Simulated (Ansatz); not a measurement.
Working through cell relaxations under several functionals of ZnS, space group F-43m

With the Ansatz DFT code, driven from Python.

The script reads `zns.cif`:
```cif
data_ZnS
_cell_length_a 3.821205
_cell_length_b 3.821205
_cell_length_c 3.821205
_cell_angle_alpha 60.00000
_cell_angle_beta 60.00000
_cell_angle_gamma 60.00000
_symmetry_space_group_name_H-M 'P 1'
_symmetry_Int_Tables_number 1
loop_
_symmetry_equiv_pos_as_xyz
'x, y, z'
loop_
_atom_site_label
_atom_site_type_symbol
_atom_site_fract_x
_atom_site_fract_y
_atom_site_fract_z
Zn1 Zn    0.250000    0.250000    0.250000
S2 S    0.000000    0.000000    0.000000
```

The cells in order, each with its output:

```python
import ansatz as az
from ase.io import read
import numpy as np
```

```python
def edges_and_angles(cell):
    cell = np.asarray(cell)
    a, b, c = np.linalg.norm(cell, axis=1)
    cosines = cell[1] @ cell[2] / (b * c), cell[0] @ cell[2] / (a * c), cell[0] @ cell[1] / (a * b)
    return (a, b, c, *np.degrees(np.arccos(cosines)))
```

```python
atoms = read("zns.cif")
system = az.Crystal.from_ase(atoms)
```

```python
calculation = (
    system.calculation()
    .kpoints(6, 6, 6)
    .occupations(az.OccupationsMethod.FERMI_DIRAC, width=0.05)
    .relax(cell=True)
)
```

```python
levels = [("pbesol", "none"), ("pbe", "none"), ("r2scan", "none"), ("pbe", "d3bj")]
print("level            a       b       c    alpha   beta  gamma  V/atom  steps")
for name, dispersion in levels:
    seen = []
    run = calculation.functional(name, dispersion=dispersion).session().plan()
    result = run.execute(on_event=lambda e: seen.append(e) if e["event"] == "relax_step" else None)
    cell = result.lattice.cell_ang
    label = name if dispersion == "none" else f"{name}+{dispersion}"
    print("{:13s} {:7.4f} {:7.4f} {:7.4f} {:6.2f} {:6.2f} {:6.2f}".format(label, *edges_and_angles(cell)), f"{abs(np.linalg.det(cell)) / len(result.lattice.sites):7.3f} {len(seen):5d}")
```

    level            a       b       c    alpha   beta  gamma  V/atom  steps
    DeckWarning: basis.ecutwfc = 420 eV, auto-derived from the records' recommended cutoffs: set by Zn (normal level)
    pbesol         3.7873  3.7873  3.7873  60.00  60.00  60.00  19.207     4
    pbe            3.8491  3.8491  3.8491  60.00  60.00  60.00  20.161     4
    DeckWarning: basis.ecutwfc = 500 eV, auto-derived from the records' recommended cutoffs: set by Zn (their level for a meta-GGA)
    r2scan         3.8109  3.8109  3.8109  60.00  60.00  60.00  19.568     4
    pbe+d3bj       3.8013  3.8013  3.8013  60.00  60.00  60.00  19.420     4

From smallest to largest: PBEsol (19.21 Å³ an atom, -2.6 % against the start), PBE+D3BJ (19.42 Å³ an atom, -1.6 % against the start), r2SCAN (19.57 Å³ an atom, -0.8 % against the start) and PBE (20.16 Å³ an atom, +2.2 % against the start). The spread is 5.0 % in volume.

Caveats:
- Forces vanish by symmetry, so the ions can't move, and the end may be a saddle.
- Edges and angles are those of the cell as typed, here a primitive one, not of the conventional cell.
- Of the deposited cell: the entry's cell lengths or inner coordinates differ somewhat from later room-temperature determinations.
- The structure is a deposited one; some such entries were measured under pressure or heat, so a shift against it needn't be the functional's error alone.
- Warnings are shown shortened and without file and line.
- Finished in 34 s on 1 thread of Arm Neoverse N1 (shared host), peak memory 0.56 GiB.
